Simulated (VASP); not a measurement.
Input of a VASP 6.6.1 run:

Contents of INCAR:

```
SYSTEM = SnTe
PREC     = Accurate       ! precision mode
ENCUT    = 600            ! plane-wave cutoff, eV
EDIFF    = 1E-7           ! SCF threshold, eV
ISMEAR   = 0              ! smearing method
SIGMA    = 0.03           ! smearing width, eV
LREAL    = .FALSE.        ! projectors in reciprocal space
LASPH    = .TRUE.         ! aspherical terms in the spheres
NELM     = 80             ! most SCF steps
ALGO     = Normal         ! electronic algorithm
ISIF     = 3              ! what is computed and relaxed
LWAVE    = .FALSE.        ! write WAVECAR
LCHARG   = .FALSE.        ! write CHGCAR
GGA      = PE             ! functional
IVDW     = 12             ! dispersion correction
IBRION   = 2              ! ionic algorithm
NSW      = 90             ! ionic steps
EDIFFG   = -0.005         ! ionic threshold
```

KPOINTS

```
Automatic mesh
0
G
  10 10 10
  0 0 0
```

Contents of POSCAR:

```
SnTe                                    
1.0
    0.0000000000      3.1538672957      3.1538672957
    3.1538672957      0.0000000000      3.1538672957
    3.1538672957      3.1538672957      0.0000000000
  Sn              Te            
     1     1
Direct
     1.0000000000000000    1.0000000000000000    1.0000000000000000
     0.5000000000000000    0.5000000000000000    0.5000000000000000
```

Potentials or basis: VASP PAW PBE potentials, release 64 (Sn_d, Te).

Run with:

```sh
$ cat potpaw_PBE.64/Sn_d/POTCAR potpaw_PBE.64/Te/POTCAR > POTCAR
$ mpirun -np 1 vasp_std > vasp.out
```

(1) Estimate the dispersion energy per atom.

(2) What does it give for the band gap on the k mesh?

## Answers

(1) -0.400 eV.

(2) 0.09 eV, direct.

Caveat: the relaxation stopped at its first step, so nothing moved; spin-orbit coupling is left out, which moves the levels of the heavy elements.
